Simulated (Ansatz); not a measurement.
# CdI2: Quadrupolar parameters

The cell is an entry of the Crystallography Open Database (COD), ions relaxed with PBE at fixed cell.

```
Cd I
1.0
     4.24400    0.00000    0.00000
    -2.12200    3.67541    0.00000
     0.00000    0.00000    6.85900
Cd I
1 2
Direct
  0.00000 0.00000 0.00000
  0.33333 0.66667 0.25249
  0.66667 0.33333 0.74751
```

Atoms are numbered from 1 in the order listed; like atoms form one site, named after its first atom.

All values are calculated (Ansatz; DFT, PBE, plane waves and PAW, scalar-relativistic, 420 eV cutoff, Γ-centred 8×8×4 k-points, Fermi–Dirac smearing 0.02 eV), not measured.

V_zz is the principal component of the electric field gradient with the largest magnitude, η = (V_xx − V_yy)/V_zz and C_Q = eQV_zz/h. ν_Q = 3|C_Q|/[2I(2I − 1)].

¹²⁷I: I = 5/2, Q = -688.2 mb. Quadrupole moments are those of Pyykkö's year-2017 table.

```
site  atoms (order as listed)     first shell  C_Q (MHz)     η  ν_Q (MHz)
   I                     2, 3  3 Cd at 3.00 Å       70.7  0.00       10.6
```

An axis of threefold or higher order runs through I, so V_zz lies along it and η is zero.

Cd has no stable isotope with a ground-state quadrupole moment in the table, so these sites are left out.

Without spin–orbit coupling the gradients at and beside I can be off by some per cent, at some sites by more.

The relaxation (4 steps) took 20 s of wall time (20 s of CPU time) and 0.55 GiB at its peak, on 1 thread of Intel Xeon Platinum 8375C CPU @ 2.90GHz (Ice Lake) (x86_64; 48 cores open to the job, memory cap 3.0 GiB, no GPU), a shared host with a load of 0.6 a core.
